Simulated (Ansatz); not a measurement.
Equation of state of CuI

```
Cu I
1.0
     0.00000    3.03952    3.03952
     3.03952    0.00000    3.03952
     3.03952    3.03952    0.00000
Cu I
1 1
Direct
  0.00000 0.00000 0.00000
  0.25000 0.25000 0.25000
```

The structure comes from a relaxation in the same program, started in the zincblende type, and has space group F-43m. Whether it is a known phase or the ground state wasn't checked.

No spin–orbit coupling, which matters for the heavy atoms here.

Methods: DFT, PBE, all-electron LAPW, scalar-relativistic (Ansatz 0.2.0); DFT, PBE, PAW with Ansatz's default frozen-core files, scalar-relativistic (Ansatz 0.2.0).

For LAPW: a Γ-centred 12×12×12 k mesh, Fermi–Dirac smearing of 0.05 eV, basis error target 1 meV/atom, no spin polarisation. PAW takes a cutoff of 420 eV at this cell. The Ansatz runs share mesh, smearing and spin set-up. Plane-wave (PAW) pressures include the program's estimate of the Pulay term.

The cell above is scaled evenly, with fractional coordinates and shape held.

| V/V(cell) | V (Å³/atom) | P, LAPW (GPa) | P, PAW (GPa) | gap on the k mesh, LAPW (eV) | free energy over the lowest listed, PAW (meV/atom) |
| --- | --- | --- | --- | --- | --- |
| 0.9405 | 26.410 | ? | ? | ? | ? |
| 0.9800 | 27.519 | 0.84 | 0.83 | 1.15 | 1.4 |
| 1.0000 | 28.081 | 0.01 | 0.00 | 1.10 | 0.0 |
| 1.0200 | 28.643 | -0.72 | -0.73 | 1.05 | 1.3 |
| 1.0600 | 29.766 | -1.94 | -1.95 | 0.96 | 10.9 |

(1) Fill in the row V/V(cell) = 0.9405.

(2) What do Birch–Murnaghan fits to the pressures give?

Results:

(1) P, LAPW (GPa) = 2.82, P, PAW (GPa) = 2.80, gap on the k mesh, LAPW (eV) = 1.27, free energy over the lowest listed, PAW (meV/atom) = 13.7.

(2) LAPW: V0 = 28.09 Å³/atom, B0 = 39 GPa, B0′ = 5.2; PAW: V0 = 28.08 Å³/atom, B0 = 39 GPa, B0′ = 5.2.
